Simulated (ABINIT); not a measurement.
# Ag (Fm-3m) in ABINIT: further runs, part 2 of 2

ABINIT 10.8.3 (patched build). Earlier steps stand in the parts before.

## (4) Single point, r2SCAN

run.abi

```
# Pseudopotentials
pp_dirpath "./"
pseudos "Ag.GGA_PBE-JTH.xml"

# Structure
acell 2.8888847545 2.8888847545 2.8888847545 Angstrom
rprim
     0.0000000000     0.7071067812     0.7071067812
     0.7071067812     0.0000000000     0.7071067812
     0.7071067812     0.7071067812     0.0000000000
ntypat 1
znucl 47
natom 1
typat 1
xred
     0.0000000000     0.0000000000     0.0000000000

# Plane-wave basis
ecut 20.0
pawecutdg 40.0

# k points
kptopt 1
ngkpt 4 4 4
nshiftk 1
shiftk 0.0 0.0 0.0

# Exchange and correlation
ixc -497498
usekden 1
pawxcdev 0

# Bands and occupations
nband 10
occopt 3
tsmear 0.05 eV

# SCF cycle
nstep 100
tolvrs 1.0e-7

# Output
iomode 3
prtwf 0
prteig 0
prtebands 0
enunit 1
prtden 1
prtvha 1
prtvclmb 1
prtpot 1
```

Potentials or basis: JTH PAW PBE v2.0.

The run is started by

```
$ abinit run.abi > log 2>&1
```

run.abo:

```text
.Version 10.8.3 of ABINIT
 Symmetries : space group Fm -3 m (#225); Bravais cF (face-center cubic)
================================================================================
 Values of the parameters that define the memory need of the present run
     intxc =       0    ionmov =       0      iscf =      17    lmnmax =      18
     lnmax =       6     mgfft =      24  mpssoang =       3    mqgrid =    3001
     natom =       1  nloc_mem =       2    nspden =       1   nspinor =       1
    nsppol =       1      nsym =      48    n1xccc =       1    ntypat =       1
    occopt =       3   xclevel =       2
       mpw =         504          nfft =       13824          nkpt =           8
 PAW method is used; the additional fine FFT grid is defined by:
   mgfftf=        32    nfftf =     32768
================================================================================
================================================================================

--------------------------------------------------------------------------------
------------- Echo of variables that govern the present computation ------------
--------------------------------------------------------------------------------
 -outvars: echo values of preprocessed input variables --------
            acell      5.4592009953E+00  5.4592009953E+00  5.4592009953E+00 Bohr
              amu      1.07868200E+02
             ecut      2.00000000E+01 Hartree
           enunit           1
              ixc     -497498
         kptrlatt        4    0    0      0    4    0      0    0    4
          kptrlen      2.18368040E+01
            natom           1
            nband          10
            ngfft          24      24      24
          ngfftdg          32      32      32
[... 181 lines left out ...]
comment             : '"Double-counting" decomposition of free energy'
band_energy         : -3.09319270249425E-01
Ewald energy        : -3.59283744088079E+01
psp_core            :  3.86651173643934E+00
xc_dc               : -1.46828876146890E+01
PAW spherical_terms :  2.65290498315118E+01
internal            : -2.05250197257952E+01
'-kT*entropy'       : -2.38694099391109E-04
total_energy_dc     : -2.05252584198946E+01
total_energy_dc_eV  : -5.58520734662325E+02
...

--- !EnergyTermsWithPAWCore
iteration_state     : {dtset: 1, }
comment             : 'Components of total free energy, including PAW core contributions'
Total energy        : -5.31662298965596E+03
Total energy DC     : -5.31662299663972E+03
Total energy (eV)   : -1.44672681695791E+05
Total energy DC (eV): -1.44672681885828E+05
...

 Cartesian components of stress tensor (hartree/bohr^3)
  sigma(1 1)= -7.84015458E-05  sigma(3 2)=  0.00000000E+00
  sigma(2 2)= -7.84015458E-05  sigma(3 1)=  0.00000000E+00
  sigma(3 3)= -7.84015458E-05  sigma(2 1)=  0.00000000E+00

-Cartesian components of stress tensor (GPa)         [Pressure=  2.3067E+00 GPa]
- sigma(1 1)= -2.30665311E+00  sigma(3 2)=  0.00000000E+00
- sigma(2 2)= -2.30665311E+00  sigma(3 1)=  0.00000000E+00
- sigma(3 3)= -2.30665311E+00  sigma(2 1)=  0.00000000E+00

== END DATASET(S) ==============================================================
================================================================================

 -outvars: echo values of variables after computation  --------
            acell      5.4592009953E+00  5.4592009953E+00  5.4592009953E+00 Bohr
           etotal     -2.0525258420E+01
            fcart     -0.0000000000E+00 -0.0000000000E+00 -0.0000000000E+00
            rprim      0.0000000000E+00  7.0710678120E-01  7.0710678120E-01
                       7.0710678120E-01  0.0000000000E+00  7.0710678120E-01
                       7.0710678120E-01  7.0710678120E-01  0.0000000000E+00
           strten     -7.8401545770E-05 -7.8401545770E-05 -7.8401545770E-05
                       0.0000000000E+00  0.0000000000E+00  0.0000000000E+00
 Calculation completed.
```

Wall time 6.7 s (1 thread of Intel Xeon Platinum 8559C (Emerald Rapids), shared host); peak memory 0.11 GiB.

Results:

```
Free energy                                           : -558.5207 eV
Pressure                                              : 2.3 GPa
Band gap on the k mesh                                : none (metal or under the smearing width)
Valence electrons inside the program's atomic spheres : Ag 9.84 (radii [1.331] Å)
```

Caveat: the k mesh is coarse (spacing up to 0.67 Å⁻¹), so the values aren't converged; totals of a meta-GGA on PAW files have another zero than those of a GGA; the PAW data sets were made with another functional, which shifts forces and pressure a little.

## (5) Single point, PBEsol

run.abi

```
pp_dirpath "./"
pseudos "Ag.GGA_PBE-JTH.xml"

acell 3*1.0
rprim
     0.0000000000     3.8602380411     3.8602380411
     3.8602380411     0.0000000000     3.8602380411
     3.8602380411     3.8602380411     0.0000000000
ntypat 1
znucl 47
natom 1
typat 1
xred
     0.0000000000     0.0000000000     0.0000000000

ecut 17.0
pawecutdg 34.0

kptopt 1
ngkpt 4 4 4
nshiftk 1
shiftk 0.0 0.0 0.0

ixc -116133

nband 10
occopt 3
tsmear 0.00183747

nstep 100
tolvrs 1.0e-9

iomode 3
prtwf 0
prteig 0
prtebands 0
enunit 1
prtvol 2
prtden 1
prtvha 1
prtvclmb 1
prtpot 1
```

The run is started by

```
$ abinit run.abi > log 2>&1
```

Run time: 3.8 s. Hardware: 1 thread of Intel Xeon Platinum 8559C (Emerald Rapids), shared host; peak memory 0.11 GiB.

It converged, with:

```
Free energy                                           : -1040.1811 eV
Pressure                                              : -1.5 GPa
Band gap on the k mesh                                : none (metal or under the smearing width)
Valence electrons inside the program's atomic spheres : Ag 9.81 (radii [1.331] Å)
```

Levels at points of the mesh, in eV from the Fermi level:
```csv
k point,band 4,band 5,band 6,band 7,band 8,band 9
"(0.00, 0.00, 0.00)",-5.61,-4.56,-4.56,15.83,19.24,19.24
"(0.50, 0.00, 0.00)",-3.76,-3.76,-1.28,2.75,14.92,17.30
"(0.50, 0.50, 0.00)",-3.55,-3.55,0.73,5.88,9.91,9.91
```

Caveat: the k mesh is coarse (spacing up to 0.67 Å⁻¹), so the values aren't converged; the PAW data sets were made with another functional, which shifts forces and pressure a little.

## (6) For comparison

An earlier run on the cell as given: functional PBE; potentials or basis JTH PAW PBE v2.0; cutoff 463 eV; k mesh 11 × 11 × 11; occupations fermi-dirac, width 0.05 eV; no spin polarisation.

* Pressure: 4.5 GPa
* Band gap on the k mesh: none (metal or under the smearing width)
* Valence electrons inside the program's atomic spheres: Ag 9.82 (radii [1.331] Å)

## (7) The runs side by side

| task | level | U | cell | k mesh | cutoff (eV) | smearing | double counting (usepawu) | pulay history (npulayit) | optimiser | force threshold (eV/Å) | dispersion computed by | other keys | mesh quality | gap on the mesh (eV) | pressure (GPa) |
| --- | --- | --- | --- | --- | --- | --- | --- | --- | --- | --- | --- | --- | --- | --- | --- |
| relaxation of the atoms | PBE+D4+U | Ag d U = 1 eV, J = 0.7 eV | atoms relaxed from: cell strained at random at fixed volume | 8 × 8 × 8 | 463 | fermi-dirac 0.1 eV | 1 | 2 | BFGS | 0.03 | dftd4 4.3.1 | npulayit = 2 | not flagged | none | 0.4 |
| single point | r2SCAN | - | as given | 4 × 4 × 4 | 544 | fermi-dirac 0.05 eV | - | - | - | - | - | - | coarse | none | 2.3 |
| single point | PBEsol | - | as given | 4 × 4 × 4 | 463 | fermi-dirac 0.05 eV | - | - | - | - | - | - | coarse | none | -1.5 |
| single point | PBE | - | as given | 11 × 11 × 11 | 463 | fermi-dirac 0.05 eV | - | - | - | - | - | - | not flagged | none | 4.5 |

Alike in all rows: potentials or basis JTH PAW PBE v2.0; no spin polarisation.

Caveats: some runs use coarse meshes; the PAW data sets were made with another functional, which shifts forces and pressure a little (some runs); the relaxation stopped at its first step, so nothing moved (some runs); U without spin polarisation on a metal has little footing (some runs); pairwise dispersion overbinds metals, which lowers pressure and volume (some runs); the U is typed as a test and isn't derived for this compound (some runs); totals of a meta-GGA on PAW files have another zero than those of a GGA (some runs).

Total energies depend on the potentials used, so only differences within one code and one set of settings carry meaning.
